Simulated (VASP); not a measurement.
Runs of VASP 6.6.1 on Ta. It takes space group P6_3/mmc (No. 194, hexagonal). The conventional cell has a = 2.942 Å, b = 2.942 Å, c = 4.804 Å, α = 90.00°, β = 90.00°, γ = 120.00°. Around Ta (site symmetry -6m2) lie 12 Ta at 2.94 Å. This isn't the form of Ta at room conditions, which is bcc.

```tsv
task	level	potentials or basis	cell	k mesh	cutoff (eV)	mesh quality	gap on the mesh (eV)	pressure (GPa)	relaxed volume (Å³/atom)
relaxation of cell and atoms	PBEsol	VASP PAW PBE potentials, release 64 (Ta_pv)	relaxed	6 × 6 × 4	600	coarse	none	0.0	18.04
relaxation of cell and atoms	RPBE	VASP PAW PBE potentials, release 64 (Ta_pv)	relaxed	18 × 18 × 10	600	not flagged	none	0.0	19.06
relaxation of cell and atoms	PBE	VASP PAW PBE potentials, release 64 (Ta_pv)	relaxed	18 × 18 × 10	600	not flagged	none	0.0	18.74
relaxation of cell and atoms	PBEsol	VASP PAW PBE potentials, release 64 (Ta_pv)	relaxed	18 × 18 × 10	300	not flagged	none	0.0	18.07
single point	PBEsol	VASP PAW PBE potentials, release 64 (Ta_pv)	as given	18 × 18 × 10	520	not flagged	none	(a)	-
relaxation of cell and atoms	PBE+D3(BJ)	VASP PAW PBE potentials, release 64 (Ta_pv)	relaxed	18 × 18 × 10	600	not flagged	none	0.0	(c)
relaxation of cell and atoms	PBEsol	VASP PAW PBE potentials, release 64 (Ta_pv)	relaxed	18 × 18 × 10	600	not flagged	none	0.0	(b)
relaxation of cell and atoms	LDA	VASP PAW LDA potentials, release 64 (Ta_pv)	relaxed	18 × 18 × 10	600	not flagged	none	0.0	17.74
relaxation of cell and atoms	PBEsol	VASP PAW PBE potentials, release 64 (Ta)	relaxed	18 × 18 × 10	580	not flagged	none	0.0	17.99
```

Alike in all rows: no spin polarisation; smearing gaussian 0.1 eV.

Task: Estimate the missing entries.

Result: (a) 1.2; (b) 18.13; (c) 18.19.

Caveats: some runs use coarse meshes; the PAW data sets were made with another functional, which shifts forces and pressure a little (some runs); pairwise dispersion overbinds metals, which lowers pressure and volume (some runs).

A k mesh can miss the band edges, and the runs leave out spin-orbit coupling on Ta.

A gap of «none» marks a metal or a gap under the smearing width.

Not every run made on this cell is shown here.
